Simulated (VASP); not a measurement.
Runs of VASP 6.6.1 on KBr. The structure is cubic, space group Fm-3m (No. 225). The conventional cell has a = 6.600 Å, b = 6.600 Å, c = 6.600 Å, α = 90.00°, β = 90.00°, γ = 90.00°. Around K (site symmetry m-3m) lie 6 Br at 3.30 Å. Br (site symmetry m-3m) is surrounded by 6 K at 3.30 Å. 

| task | cell | gap on the mesh (eV) | pressure (GPa) |
| --- | --- | --- | --- |
| relaxation of the atoms | atoms relaxed from: a relaxed cell with its volume scaled by 0.98 | (b) | 0.4 |
| relaxation of the atoms | atoms relaxed from: a relaxed cell with its volume scaled by 1.06 | 4.15 | -1.0 |
| relaxation of the atoms | atoms relaxed from: a relaxed cell with its volume scaled by 1.04 | (a) | -0.7 |
| relaxation of the atoms | atoms relaxed from: a relaxed cell with its volume scaled by 1.02 | 4.26 | -0.4 |
| relaxation of cell and atoms | relaxed | 4.32 | 0.0 |
| relaxation of the atoms | atoms relaxed from: a relaxed cell with its volume scaled by 0.96 | 4.44 | 0.9 |
| relaxation of the atoms | atoms relaxed | 4.32 | 0.0 |
| relaxation of the atoms | atoms relaxed from: a relaxed cell with its volume scaled by 0.94 | 4.51 | 1.5 |

Alike in all rows: level LDA; potentials or basis VASP PAW LDA potentials, release 64 (K_sv, Br); no spin polarisation; k mesh 8 × 8 × 8; cutoff (eV) 600; smearing gaussian 0.03 eV.

Problem. Estimate the missing entries.

Solution. (a) 4.20; (b) 4.38.

Caveats: the relaxation stopped at its first step, so nothing moved (some runs).

A k mesh can miss the band edges, and the runs leave out spin-orbit coupling on Br.
